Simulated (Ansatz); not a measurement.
# SnSe2: a single-point run

Wanted: a converged single-point run for SnSe2, and a check of what comes out. The structure is shown as the input types it. The cell is built on a prototype (CdCl2 type) and needn't be the phase found in nature.

Method: density functional or hybrid calculation with the settings of its input, plane waves (as first typed), in Ansatz 0.2.0.

5 further runs of the same task are left out: 5 that didn't finish.

## (1) The system as given

Symmetry: R-3m, No. 166, trigonal system. The conventional cell has a = 3.825 Å, b = 3.825 Å, c = 19.005 Å, α = 90.00°, β = 90.00°, γ = 120.00°. Around Sn (site symmetry -3m) lie 6 Se at 2.71 Å. Se (site symmetry 3m) is surrounded by 3 Sn at 2.71 Å.

Structure file:

```xyz
3
Lattice="1.9123 1.1041 6.3351 -1.9123 1.1041 6.3351 0.0000 -2.2081 6.3351" Properties=species:S:1:pos:R:3 pbc="T T T"
Sn    0.0000    0.0000    0.0000
Se    0.0000    0.0000    4.7619
Se    0.0000    0.0000   14.2434
```

## (2) Input and run

The input, input.yaml:

```yaml
crystal:
  lattice:
    - [1.912291613, 1.1040620775, 6.3350942195]
    - [-1.912291613, 1.1040620775, 6.3350942195]
    - [0.0, -2.208124155, 6.3350942195]
  atoms:
    - { symbol: Sn, position: [0.0, 0.0, 0.0] }
    - { symbol: Se, position: [0.2505568964, 0.2505568964, 0.2505568964] }
    - { symbol: Se, position: [0.7494431036, 0.7494431036, 0.7494431036] }
kpoints:
  mp_grid: { grid: [6, 6, 6] }
hamiltonian:
  xc: pbe
scf:
  occupations: { method: cold, width: 1.5 }
  n_extra_bands: 4
output:
  forces: true
  stress: true
  eigenvalues: true
```

The run is started by

```bash
ansatz run input.yaml --threads 4 --pin off --max-ram 3686MiB --backend cpu --events-out ev --progress --plain --runs-dir out
```

**Question.** How will this run end, and is anything wrong with its input?

This run ends as converged. Convergence says nothing about whether the input makes sense.

Look at the input: scf.occupations.method is cold; scf.occupations.width is 1.5. A smearing this wide moves electrons out of filled levels into empty ones.

The test: delete scf.occupations.width (the default then holds) and set scf.occupations.method to fixed.
